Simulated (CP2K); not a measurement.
A run of CP2K 2026.2:

Contents of n_scf.inp:

```
&GLOBAL
  PROJECT n_scf
  RUN_TYPE ENERGY_FORCE
  PRINT_LEVEL LOW
&END GLOBAL
&FORCE_EVAL
  METHOD QS
  STRESS_TENSOR ANALYTICAL
  &DFT
    BASIS_SET_FILE_NAME BASIS_MOLOPT_UZH
    POTENTIAL_FILE_NAME POTENTIAL_UZH
    &MGRID
      CUTOFF 450
      REL_CUTOFF 60
      NGRIDS 5
    &END MGRID
    &QS
      METHOD GPW
      EPS_DEFAULT 1.0E-9
    &END QS
    &KPOINTS
      SCHEME MONKHORST-PACK 7 7 4
      GAMMA_CENTERED T
      SYMMETRY T
      SYMMETRY_BACKEND SPGLIB
    &END KPOINTS
    &SCF
      SCF_GUESS ATOMIC
      EPS_SCF 1.0E-6
      MAX_SCF 100
      ADDED_MOS 14
      CHOLESKY OFF
      EPS_EIGVAL 1.0E-7
      &DIAGONALIZATION ON
        ALGORITHM STANDARD
      &END DIAGONALIZATION
      &MIXING ON
        METHOD BROYDEN_MIXING
        ALPHA 0.4
        BETA 1.5
        NBUFFER 8
      &END MIXING
      &SMEAR ON
        METHOD FERMI_DIRAC
        ELECTRONIC_TEMPERATURE 580.23
      &END SMEAR
    &END SCF
    &XC
      &XC_FUNCTIONAL
        &GGA_X_PBE_SOL
        &END GGA_X_PBE_SOL
        &GGA_C_PBE_SOL
        &END GGA_C_PBE_SOL
      &END XC_FUNCTIONAL
      &VDW_POTENTIAL
        POTENTIAL_TYPE PAIR_POTENTIAL
        &PAIR_POTENTIAL
          TYPE DFTD3(BJ)
          REFERENCE_FUNCTIONAL PBEsol
          PARAMETER_FILE_NAME dftd3.dat
          R_CUTOFF 20
          CALCULATE_C9_TERM T
          REFERENCE_C9_TERM T
        &END PAIR_POTENTIAL
      &END VDW_POTENTIAL
    &END XC
    &PRINT
      &KPOINTS ON
      &END KPOINTS
      &MULLIKEN ON
      &END MULLIKEN
      &MO ON
        ENERGIES T
        OCCUPATION_NUMBERS T
        &EACH
          QS_SCF 0
        &END EACH
        ADD_LAST NUMERIC
      &END MO
    &END PRINT
  &END DFT
  &SUBSYS
    &CELL
      ABC 4.1672328106 4.1672328106 7.0060035100
      ALPHA_BETA_GAMMA 90.0000000000 90.0000000000 119.9999999997
      PERIODIC XYZ
    &END CELL
    &COORD
      SCALED
      N   0.6666666667 0.3333333333 0.6710699600
      N   0.6666666667 0.3333333333 0.8289300400
      N   0.3333333333 0.6666666667 0.1710699600
      N   0.3333333333 0.6666666667 0.3289300400
    &END COORD
    &KIND N
      BASIS_SET TZVP-MOLOPT-PBE-GTH-q5
      POTENTIAL GTH-PBE-q5
    &END KIND
    &PRINT
      &ATOMIC_COORDINATES ON
      &END ATOMIC_COORDINATES
      &CELL ON
      &END CELL
      &SYMMETRY ON
      &END SYMMETRY
    &END PRINT
  &END SUBSYS
  &PRINT
    &FORCES ON
    &END FORCES
    &STRESS_TENSOR ON
    &END STRESS_TENSOR
  &END PRINT
&END FORCE_EVAL
```

Potentials or basis: POTENTIAL_UZH N GTH-PBE-q5; TZVP-MOLOPT-PBE-GTH basis.

The run is started by

```console
$ OMP_NUM_THREADS=1 cp2k.psmp -i n_scf.inp -o n_scf.out
```

Hardware: 1 thread of Arm Neoverse V2 (shared host).

Estimate the wall time of this run.

It took 18 s on 1 thread of Arm Neoverse V2, on a shared host, peak memory 0.34 GiB. Counts: scf iterations 16, k points 24, basis 68, bands 24, force evaluations 1.
